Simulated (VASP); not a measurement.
# AlN (P6_3/mmc) in VASP: notebook

Runs on AlN. Level: LDA. Tasks: single point.

All numbers are computed with VASP 6.6.1; they aren't measurements. Logs are shortened: lines on timing, memory, paths and dates and some standing lists are left out, and cuts for length are marked.

## 1. Starting point

Symmetry: P6_3/mmc, No. 194, hexagonal system. Conventional cell: a = 3.312 Å, b = 3.312 Å, c = 4.188 Å, α = 90.00°, β = 90.00°, γ = 120.00°. Al (site symmetry -6m2) is surrounded by 5 N at 1.91 to 2.09 Å. Around N (site symmetry -6m2) lie 5 Al at 1.91 to 2.09 Å.

Measurements of this composition are mostly on another form, of space group No. 186.

## 2. Single point, LDA

Input file INCAR:

```
PREC     = Accurate       # precision mode
ENCUT    = 520            # plane-wave cutoff, eV
EDIFF    = 1E-7           # SCF threshold, eV
ISMEAR   = 0              # smearing method
SIGMA    = 0.05           # smearing width, eV
LREAL    = False          # projectors in reciprocal space
LASPH    = True           # aspherical terms in the spheres
NELM     = 80             # most SCF steps
ALGO     = Normal         # electronic algorithm
ISIF     = 2              # what is computed and relaxed
LWAVE    = False          # write WAVECAR
LCHARG   = True           # write CHGCAR
GGA      = CA             # functional
LELF     = True           # ELF
LVHAR    = True         
NBANDS   = 16             # bands
```

Input file KPOINTS:

```
Automatic mesh
0
Gamma
  9 9 6
```

Input file POSCAR:

```
AlN
1.0
    3.3121157418      0.0000000000      0.0000000000
   -1.6560578709      2.8683763727      0.0000000000
    0.0000000000      0.0000000000      4.1875630000
Al N
2 2
Direct
    0.3333333333      0.6666666667      0.7500000000
    0.6666666667      0.3333333333      0.2500000000
    0.3333333333      0.6666666667      0.2500000000
    0.6666666667      0.3333333333      0.7500000000
```

Potentials or basis: VASP PAW LDA potentials, release 64 (Al, N).

The run is started by

```bash
> cat potpaw_LDA.64/Al/POTCAR potpaw_LDA.64/N/POTCAR > POTCAR
> mpirun -np 1 vasp_std > vasp.out
```

OUTCAR:

```text
PREC = Accurate
   ENCUT = 520
   EDIFF = 1E-7
   ISMEAR = 0
   LREAL = False
   LASPH = True
   NELM = 80
   ISIF = 2
   GGA = CA

 ion  position               nearest neighbor table
   1  0.333  0.667  0.750-   4 1.91   4 1.91   4 1.91   3 2.09   3 2.09   2 2.84   2 2.84   2 2.84
                             2 2.84   2 2.84   2 2.84
   2  0.667  0.333  0.250-   3 1.91   3 1.91   3 1.91   4 2.09   4 2.09   1 2.84   1 2.84   1 2.84
                             1 2.84   1 2.84   1 2.84
   3  0.333  0.667  0.250-   2 1.91   2 1.91   2 1.91   1 2.09   1 2.09
   4  0.667  0.333  0.750-   1 1.91   1 1.91   1 1.91   2 2.09   2 2.09

  LATTYP: Found a hexagonal cell.
 ALAT       =     3.3121157418
 C/A-ratio  =     1.2643166261

  Lattice vectors:

 A1 = (   3.3121157418,   0.0000000000,   0.0000000000)
 A2 = (  -1.6560578709,   2.8683763727,   0.0000000000)
 A3 = (   0.0000000000,   0.0000000000,   4.1875630000)

Analysis of symmetry for initial positions (statically):
=====================================================================
 Subroutine PRICEL returns:
 Original cell was already a primitive cell.

 Routine SETGRP: Setting up the symmetry group for a
 hexagonal supercell.

 Subroutine GETGRP returns: Found 24 space group operations
 (whereof 12 operations were pure point group operations)
 out of a pool of 24 trial point group operations.

The static configuration has the point symmetry D_3d.
 The point group associated with its full space group is D_6h.

Analysis of symmetry for dynamics (positions and initial velocities):
=====================================================================
 Subroutine PRICEL returns:
 Original cell was already a primitive cell.

 Routine SETGRP: Setting up the symmetry group for a
 hexagonal supercell.

 Subroutine GETGRP returns: Found 24 space group operations
 (whereof 12 operations were pure point group operations)
 out of a pool of 24 trial point group operations.

The dynamic configuration has the point symmetry D_3d.
 The point group associated with its full space group is D_6h.

 Subroutine INISYM returns: Found 24 space group operations
 (whereof 12 operations are pure point group operations),
 and found     1 'primitive' translations

----------------------------------------------------------------------------------------

                                     Primitive cell

  volume of cell :      39.7835

  direct lattice vectors                    reciprocal lattice vectors
     3.312115742  0.000000000  0.000000000     0.301921816  0.174314642  0.000000000
    -1.656057871  2.868376373  0.000000000     0.000000000  0.348629284  0.000000000
     0.000000000  0.000000000  4.187563000     0.000000000  0.000000000  0.238802377

  length of vectors
     3.312115742  3.312115742  4.187563000     0.348629284  0.348629284  0.238802377

  position of ions in fractional coordinates (direct lattice)
     0.333333333  0.666666667  0.750000000
     0.666666667  0.333333333  0.250000000
     0.333333333  0.666666667  0.250000000
     0.666666667  0.333333333  0.750000000

  ion indices of the primitive-cell ions
   primitive index   ion index
                 1           1
                 2           2
                 3           3
                 4           4

----------------------------------------------------------------------------------------

 KPOINTS: Automatic mesh

Automatic generation of k-mesh.
 Grid dimensions read from file:
 generate k-points for:    9    9    6

 Generating k-lattice:

  Cartesian coordinates                     Fractional coordinates (reciprocal lattice)
     0.033546868  0.019368294  0.000000000     0.111111111 -0.000000000  0.000000000
     0.000000000  0.038736587  0.000000000     0.000000000  0.111111111  0.000000000
     0.000000000  0.000000000  0.039800396     0.000000000  0.000000000  0.166666667

  Length of vectors
     0.038736587  0.038736587  0.039800396

  Shift w.r.t. Gamma in fractional coordinates (k-lattice)
     0.000000000  0.000000000  0.000000000

 Subroutine IBZKPT returns following result:
 ===========================================

 Found     48 irreducible k-points:

 Following reciprocal coordinates:
            Coordinates               Weight
  0.000000  0.000000  0.000000      1.000000
  0.111111  0.000000  0.000000      6.000000
  0.222222  0.000000  0.000000      6.000000
  0.333333 -0.000000  0.000000      6.000000
  0.444444  0.000000  0.000000      6.000000
  0.111111  0.111111  0.000000      6.000000
[... 16 lines left out ...]
  0.333333  0.222222  0.166667     24.000000
  0.333333  0.333333  0.166667      4.000000
 [... further k-points ...]
   k-points           NKPTS =     48   k-points in BZ     NKDIM =     48   number of bands    NBANDS=     16
   number of dos      NEDOS =    301   number of ions     NIONS =      4
   total plane-waves  NPLWV =  25088
   dimension x,y,z NGX =    28 NGY =   28 NGZ =   32
   dimension x,y,z NGXF=    56 NGYF=   56 NGZF=   64
   ions per type =               2   2
   NGX,Y,Z   is equivalent  to a cutoff of  14.05, 14.05, 12.70 a.u.
   NGXF,Y,Z  is equivalent  to a cutoff of  28.11, 28.11, 25.41 a.u.
 SYSTEM =  unknown system
   PREC   = accura    normal or accurate (medium, high low for compatibility)
   ISTART =      0    job   : 0-new  1-cont  2-samecut
   ICHARG =      2    charge: 1-file 2-atom 10-const
   ISPIN  =      1    spin polarized calculation?
   LNONCOLLINEAR =      F non collinear calculations
   LSORBIT =      F    spin-orbit coupling
   LASPH  =      T    aspherical Exc in radial PAW
   ENCUT  =  520.0 eV  38.22 Ry    6.18 a.u.   6.16  6.16  7.79*2*pi/ulx,y,z
   NELM   =     80;   NELMIN=  2; NELMDL= -5     # of ELM steps
   EDIFF  = 0.1E-06   stopping-criterion for ELM
   LREAL  =      F    real-space projection
   EDIFFG = 0.1E-05   stopping-criterion for IOM
   NSW    =      0    number of steps for IOM
   IBRION =     -1    ionic relax: 0-MD 1-quasi-New 2-CG
   NFREE  =      0    steps in history (QN), initial steepest desc. (CG)
   ISIF   =      2    stress and relaxation
   ISYM   =      2    0-nonsym 1-usesym 2-fastsym
   POTIM  = 0.5000    time-step for ionic-motion
   TEBEG  =    0.0;   TEEND  =   0.0 temperature during run
   PSTRESS=    0.0 pullay stress
   NELECT =      16.0000    total number of electrons
   NUPDOWN=      -1.0000    fix difference up-down
   EMIN   =  10.00;   EMAX   =-10.00  energy-range for DOS
   EFERMI =   0.00;   METHOD = LEGACY
   ISMEAR =     0;   SIGMA  =   0.05  broadening in eV -4-tet -1-fermi 0-gaus
   EFERMI_NEDOS =   21; number of points for ismear=-14 and -15
   IALGO  =     38    algorithm
   IMIX   =      4    mixing-type and parameters
     AMIX     =   0.40;   BMIX     =  1.00
     AMIX_MAG =   1.60;   BMIX_MAG =  1.00
  volume/ion in A,a.u.               =       9.95        67.12
  Fermi-wavevector in a.u.,A,eV,Ry     =   1.208409  2.283561 19.867927  1.460251
  Thomas-Fermi vector in A             =   2.344017
   LORBIT       =      0    0 simple, 1 ext, 2 COOP (PROOUT), +10 PAW based schemes
   GGA     = CA    functional components
   LHFCALC =     F    Hartree Fock is set to
   AEXX    =    0.0000 exact exchange contribution
   IVDW    =     0    specifies the selected vdW correction
   LEPSILON=     F    determine dielectric tensor
   LRPA    =     F    only Hartree local field effects (RPA)
 non-spin polarized calculation
 Gauss-broadening in eV      SIGMA  =   0.05
  energy-cutoff  :      520.00
  volume of cell :       39.78
 maximum number of plane-waves:      1090
 NGX is ok and might be reduce to    28
   NGX = 13   NGY = 13   NGZ = 15

 number of electron      16.0000001 magnetization

 Free energy of the ion-electron system (eV)
  ---------------------------------------------------
  ext. energy  EPLUGINS =         0.00000000
  ---------------------------------------------------
  free energy    TOTEN  =       -32.44199943 eV

  energy without entropy =      -32.44199943  energy(sigma->0) =      -32.44199943

 E-fermi :   7.9132     XC(G=0): -11.4877

 val. band max:        7.6837726204   @ k =   0.0000   0.0000   0.0000
 cond. band min:      10.9689548060   @ k =   0.0000   0.0000   0.0000
 fundamental gap:      3.2851821856
 Fermi energy:         7.9131629594

 k-point     1 :       0.0000    0.0000    0.0000
  band No.  band energies     occupation
      1      -8.9407      2.00000
      2      -5.2125      2.00000
      3       0.7835      2.00000
      4       4.4120      2.00000
      5       4.4120      2.00000
      6       6.0780      2.00000
[... 8 lines left out ...]
     15      19.3325      0.00000
     16      19.4996      0.00000

 k-point     2 :       0.1111    0.0000    0.0000
  band No.  band energies     occupation
      1      -8.7981      2.00000
      2      -5.2071      2.00000
      3       0.9354      2.00000
      4       3.9005      2.00000
      5       4.2103      2.00000
      6       5.5880      2.00000
[... 8 lines left out ...]
     15      18.9183      0.00000
     16      19.0582      0.00000

 k-point     3 :       0.2222    0.0000    0.0000
  band No.  band energies     occupation
      1      -8.3881      2.00000
      2      -5.2385      2.00000
      3       1.3781      2.00000
      4       2.8062      2.00000
      5       3.7996      2.00000
      6       4.6837      2.00000
[... 8 lines left out ...]
     15      17.9547      0.00000
     16      19.9218      0.00000
[... 362 lines left out ...]
 k-point    23 :       0.3333    0.2222    0.1667
  band No.  band energies     occupation
      1      -6.7490      2.00000
      2      -5.9298      2.00000
      3       1.1229      2.00000
      4       1.8870      2.00000
      5       2.6393      2.00000
      6       4.4468      2.00000
[... 8 lines left out ...]
     15      19.1643      0.00000
     16      20.7641      0.00000

 k-point    24 :       0.3333    0.3333    0.1667
  band No.  band energies     occupation
      1      -6.2852      2.00000
      2      -6.2852      2.00000
      3       1.1276      2.00000
      4       2.1052      2.00000
      5       2.1052      2.00000
      6       4.6425      2.00000
[... 8 lines left out ...]
     15      18.7364      0.00000
     16      20.5089      0.00000

 [... further k-points ...]

------------------------ aborting loop because EDIFF is reached ----------------------------------------

  FORCE on cell =-STRESS in cart. coord.  units (eV):
  Direction    XX          YY          ZZ          XY          YZ          ZX
  --------------------------------------------------------------------------------------
  -------------------------------------------------------------------------------------
  Total       -1.9950901     -1.9950901     -2.1138979      0.0000000      0.0000000     -0.0000000
  in kB      -80.3470802    -80.3470802    -85.1317570      0.0000000      0.0000000     -0.0000000
  external PRESSURE =     -81.9419725 kB  Pullay stress =       0.0000000 kB

 VOLUME and BASIS-vectors are now :
 -----------------------------------------------------------------------------
  energy-cutoff  :      520.00
  volume of cell :       39.78
      direct lattice vectors                 reciprocal lattice vectors
     3.312115742  0.000000000  0.000000000     0.301921816  0.174314642  0.000000000
    -1.656057871  2.868376373  0.000000000     0.000000000  0.348629284  0.000000000
     0.000000000  0.000000000  4.187563000     0.000000000  0.000000000  0.238802377

 POSITION                                       TOTAL-FORCE (eV/Angst)
 -----------------------------------------------------------------------------------
     -0.00000      1.91225      3.14067         0.000000     -0.000000      0.000000
      1.65606      0.95613      1.04689        -0.000000      0.000000      0.000000
     -0.00000      1.91225      1.04689        -0.000000      0.000000      0.000000
      1.65606      0.95613      3.14067         0.000000     -0.000000      0.000000
 -----------------------------------------------------------------------------------
    total drift:                               -0.000000     -0.000000     -0.000000

  FREE ENERGIE OF THE ION-ELECTRON SYSTEM (eV)
  ---------------------------------------------------
  free  energy   TOTEN  =       -32.4419994309 eV

  energy  without entropy=      -32.4419994309  energy(sigma->0) =      -32.44199943
```

Wall time 52 s (1 thread of AMD EPYC, shared host); peak memory 0.12 GiB.

What came out:

| Quantity | Value |
| --- | --- |
| Free energy | -32.4420 eV |
| Pressure | -8.2 GPa |
| Band gap on the k mesh | 3.29 eV, direct |

Stress tensor (GPa, compression positive):
```
-8.03  0.00  0.00
 0.00 -8.03  0.00
 0.00  0.00 -8.51
```

Caveat: an odd mesh through Γ misses points on the zone boundary, where band edges often lie.

## 3. Single point, LDA

Input file INCAR:

```
PREC = Accurate ; ENCUT = 520
EDIFF = 1E-6 ; ISMEAR = 0
SIGMA = 0.05 ; LREAL = False
LASPH = True ; NELM = 100
ALGO = Normal ; ISIF = 2
LWAVE = False ; LCHARG = True
LELF = True ; LVHAR = True
NBANDS = 16
```

Input file KPOINTS:

```
regular mesh
0
Gamma
  9 9 6
```

POSCAR is that of step 2.

Potentials or basis: VASP PAW LDA potentials, release 64 (Al, N).

The run is started by

```bash
> cat potpaw_LDA.64/Al/POTCAR potpaw_LDA.64/N/POTCAR > POTCAR
> mpirun -np 1 vasp_std > vasp.out
```

It took 47 s on 1 thread of AMD EPYC, shared host; peak memory 0.12 GiB.

Results (log left out):

```
Free energy            : -32.4420 eV
Pressure               : -8.2 GPa
Band gap on the k mesh : 3.28 eV, direct
```

Stress tensor (GPa, compression positive):
```
-8.07  0.00  0.00
 0.00 -8.07  0.00
 0.00  0.00 -8.56
```

Levels at points of the mesh, in eV from the valence-band top:
| k point | band 5 | band 6 | band 7 | band 8 | band 9 | band 10 | band 11 | band 12 |
| --- | --- | --- | --- | --- | --- | --- | --- | --- |
| (0.00, 0.00, 0.00) | -3.27 | -1.61 | -1.61 | 0.00 | 3.28 | 4.24 | 8.04 | 8.04 |
| (0.00, 0.00, 0.50) | -2.48 | -2.48 | -2.48 | -2.48 | 5.57 | 5.57 | 8.25 | 8.25 |

Caveat: an odd mesh through Γ misses points on the zone boundary, where band edges often lie.
